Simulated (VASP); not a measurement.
Write the native input for VASP 6.6.1 that does the following.

```yaml
Task: single point
Functional: PBEsol
Dispersion: D3(BJ)
Potentials_or_basis: VASP PAW PBE potentials, release 64 (Sc_sv)
Cutoff: 520 eV
k_mesh: 12 × 12 × 1
Occupations: methfessel-paxton, width 0.1 eV
Spin: no spin polarisation
Dipole_correction: yes
Further_INCAR_settings: ALGO = Normal; EDIFF = 1e-06; NBANDS = 24
```

The structure of Sc lies in POSCAR:

```
Sc
1.0
    3.1236330269      0.0000000000      0.0000000000
   -1.5618165135      2.7051455534      0.0000000000
    0.0000000000      0.0000000000     25.0475626166
Sc
3
Direct
    0.3333333333      0.6666666667      0.2794683102
    0.6666666667      0.3333333333      0.3803820136
    0.3333333333      0.6666666667      0.4823340949
```

The cell was built by a generator and needn't be a form met in nature.

One way to write it, as run:

INCAR

```
SYSTEM = Sc
  ALGO = Normal
  DIPOL = 0.5 0.5 0.381
  EDIFF = 1E-6
  ENCUT = 520
  GGA = PS
  IDIPOL = 3
  ISIF = 2
  ISMEAR = 1
  IVDW = 12
  LASPH = .TRUE.
  LCHARG = .FALSE.
  LDIPOL = .TRUE.
  LREAL = .FALSE.
  LWAVE = .FALSE.
  NBANDS = 24
  NELM = 100
  PREC = Accurate
  SIGMA = 0.1
```

KPOINTS

```
k-points
0
G
  12 12 1
  0 0 0
```

Potentials or basis: VASP PAW PBE potentials, release 64 (Sc_sv).

The run is started by

```sh
$ cat potpaw_PBE.64/Sc_sv/POTCAR > POTCAR
$ mpirun -np 1 vasp_std > vasp.out
```

Results of the run:

| Property | Result |
| --- | --- |
| Largest force | 0.054 eV/Å |
| Band gap on the k mesh | none (metal or under the smearing width) |
| Dispersion energy per atom | -0.292 eV |

Caveat: the PAW data sets were made with another functional, which shifts forces and pressure a little.

It took 2.7 min on 1 thread of Intel(R) Xeon(R) Platinum 8488C (Sapphire Rapids), with other jobs on the host, peak memory 0.35 GiB.
